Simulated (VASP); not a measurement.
# Cu (Fm-3m) in VASP: notebook, part 2 of 2

VASP 6.6.1. The steps go on from the part before.

## (3) Relaxation of cell and atoms, PBE

This run uses another cell than the first one, of 11.99 Å³/atom, 1.015 times its volume.

Contents of INCAR:

```
SYSTEM = Cu
PREC = Accurate
ENCUT = 520
EDIFF = 1E-7
ISMEAR = 0
SIGMA = 0.1
LREAL = .False.
LASPH = .True.
NELM = 120
ALGO = Normal
ISIF = 3
LWAVE = .False.
LCHARG = .False.
GGA = PE
IBRION = 2
NSW = 60
EDIFFG = -0.005
POTIM = 0.3
```

Contents of KPOINTS:

```
regular mesh
0
Gamma
  21 21 21
  0 0 0
```

Contents of POSCAR:

```
Cu                                      
1.0
   -0.0000000000      1.8166616547      1.8166616547
    1.8166616547     -0.0000000000      1.8166616547
    1.8166616547      1.8166616547      0.0000000000
  Cu            
     1
Direct
     0.0000000000000000    0.0000000000000000    0.0000000000000000
```

Potentials or basis: VASP PAW PBE potentials, release 64 (Cu).

On the command line:

```sh
> cat potpaw_PBE.64/Cu/POTCAR > POTCAR
> mpirun -np 1 vasp_std > vasp.out
```

OUTCAR:

```text
SYSTEM = Cu
   PREC = Accurate
   ENCUT = 520
   EDIFF = 1E-7
   ISMEAR = 0
   LREAL = .False.
   LASPH = .True.
   NELM = 120
   ISIF = 3
   GGA = PE
   IBRION = 2
   NSW = 60
   EDIFFG = -0.005
   POTIM = 0.3

 ion  position               nearest neighbor table
   1  0.000  0.000  0.000-

  LATTYP: Found a face centered cubic cell.
 ALAT       =     3.6333233094

  Lattice vectors:

 A1 = (   0.0000000000,   1.8166616547,   1.8166616547)
 A2 = (   1.8166616547,   0.0000000000,   1.8166616547)
 A3 = (   1.8166616547,   1.8166616547,   0.0000000000)

Analysis of symmetry for initial positions (statically):
=====================================================================
 Subroutine PRICEL returns:
 Original cell was already a primitive cell.

 Routine SETGRP: Setting up the symmetry group for a
 face centered cubic supercell.

 Subroutine GETGRP returns: Found 48 space group operations
 (whereof 48 operations were pure point group operations)
 out of a pool of 48 trial point group operations.

The static configuration has the point symmetry O_h .

Analysis of symmetry for dynamics (positions and initial velocities):
=====================================================================
 Subroutine PRICEL returns:
 Original cell was already a primitive cell.

 Routine SETGRP: Setting up the symmetry group for a
 face centered cubic supercell.

 Subroutine GETGRP returns: Found 48 space group operations
 (whereof 48 operations were pure point group operations)
 out of a pool of 48 trial point group operations.

The dynamic configuration has the point symmetry O_h .

 Subroutine INISYM returns: Found 48 space group operations
 (whereof 48 operations are pure point group operations),
 and found     1 'primitive' translations

[... 115 lines left out ...]
  Thomas-Fermi vector in A             =   2.689355
   LORBIT       =      0    0 simple, 1 ext, 2 COOP (PROOUT), +10 PAW based schemes
   GGA     = PE    functional components
   LHFCALC =     F    Hartree Fock is set to
   AEXX    =    0.0000 exact exchange contribution
   IVDW    =     0    specifies the selected vdW correction
   LEPSILON=     F    determine dielectric tensor
   LRPA    =     F    only Hartree local field effects (RPA)
 conjugate gradient relaxation of ions
 non-spin polarized calculation
 Gauss-broadening in eV      SIGMA  =   0.10
  energy-cutoff  :      520.00
  volume of cell :       11.99
 maximum number of plane-waves:       334
   NGX =  9   NGY =  9   NGZ =  9

 number of electron      10.9999996 magnetization

 Free energy of the ion-electron system (eV)
  ---------------------------------------------------
  ext. energy  EPLUGINS =         0.00000000
  ---------------------------------------------------
  free energy    TOTEN  =        -3.72697142 eV

  energy without entropy =       -3.72480083  energy(sigma->0) =       -3.72588612

 E-fermi :   7.4358     XC(G=0): -12.6386

 val. band max:        7.4327022247   @ k =  -0.4762   0.0952   0.0000
 cond. band min:       7.4406865584   @ k =  -0.3333   0.1905   0.0476
 fundamental gap:      0.0079843337
 Fermi energy:         7.4357522062

 k-point     1 :       0.0000    0.0000    0.0000
  band No.  band energies     occupation
      1      -1.8377      2.00000
      2       4.4131      2.00000
      3       4.4131      2.00000
      4       4.4131      2.00000
      5       5.2156      2.00000
      6       5.2156      2.00000
      7      29.8714      0.00000
      8      32.3978      0.00000
      9      32.3978      0.00000
[... 265 lines left out ...]
 k-point    24 :      -0.3810    0.0476    0.0000
  band No.  band energies     occupation
      1       2.1790      2.00000
      2       4.4100      2.00000
      3       4.4478      2.00000
      4       4.9474      2.00000
      5       5.6065      2.00000
      6       5.9437      2.00000
      7      13.4330      0.00000
      8      27.1503      0.00000
      9      29.1508      0.00000

 [... further k-points ...]

------------------------ aborting loop because EDIFF is reached ----------------------------------------

  FORCE on cell =-STRESS in cart. coord.  units (eV):
  Direction    XX          YY          ZZ          XY          YZ          ZX
  --------------------------------------------------------------------------------------
  -------------------------------------------------------------------------------------
  Total        0.0033484      0.0033484      0.0033484     -0.0000000     -0.0000000      0.0000000
  in kB        0.4473982      0.4473982      0.4473982     -0.0000000     -0.0000000      0.0000000
  external PRESSURE =       0.4473982 kB  Pullay stress =       0.0000000 kB

 VOLUME and BASIS-vectors are now :
 -----------------------------------------------------------------------------
  energy-cutoff  :      520.00
  volume of cell :       11.99
      direct lattice vectors                 reciprocal lattice vectors
     0.000000000  1.816661655  1.816661655    -0.275230117  0.275230117  0.275230117
     1.816661655  0.000000000  1.816661655     0.275230117 -0.275230117  0.275230117
     1.816661655  1.816661655  0.000000000     0.275230117  0.275230117 -0.275230117

 POSITION                                       TOTAL-FORCE (eV/Angst)
 -----------------------------------------------------------------------------------
      0.00000      0.00000      0.00000         0.000000      0.000000     -0.000000
 -----------------------------------------------------------------------------------
    total drift:                                0.000000      0.000000      0.000000

  FREE ENERGIE OF THE ION-ELECTRON SYSTEM (eV)
  ---------------------------------------------------
  free  energy   TOTEN  =        -3.7269714157 eV

  energy  without entropy=       -3.7248008337  energy(sigma->0) =       -3.72588612

 reached required accuracy - stopping structural energy minimisation
```

CONTCAR:

```text
Cu
   1.00000000000000
     0.0000000000000000    1.8166616547000001    1.8166616547000001
     1.8166616547000001    0.0000000000000000    1.8166616547000001
     1.8166616547000001    1.8166616547000001    0.0000000000000000
  Cu
     1
Direct
     0.0000000000000000    0.0000000000000000    0.0000000000000000

  0.00000000E+00  0.00000000E+00  0.00000000E+00
```

Wall time 12 s (1 thread of Intel Xeon 6975P-C (Granite Rapids), shared host); peak memory 0.14 GiB.

Results:

```yaml
Free_energy: -3.7270 eV
Pressure_after_relaxing: 0.0 GPa
Band_gap_on_the_k_mesh: none (metal or under the smearing width)
```

Final structure:
```xyz
1
Lattice="0.0000 1.8167 1.8167 1.8167 0.0000 1.8167 1.8167 1.8167 0.0000" Properties=species:S:1:pos:R:3 pbc="T T T"
Cu    0.0000    0.0000    0.0000
```

Caveat: the relaxation stopped at its first step, so nothing moved.
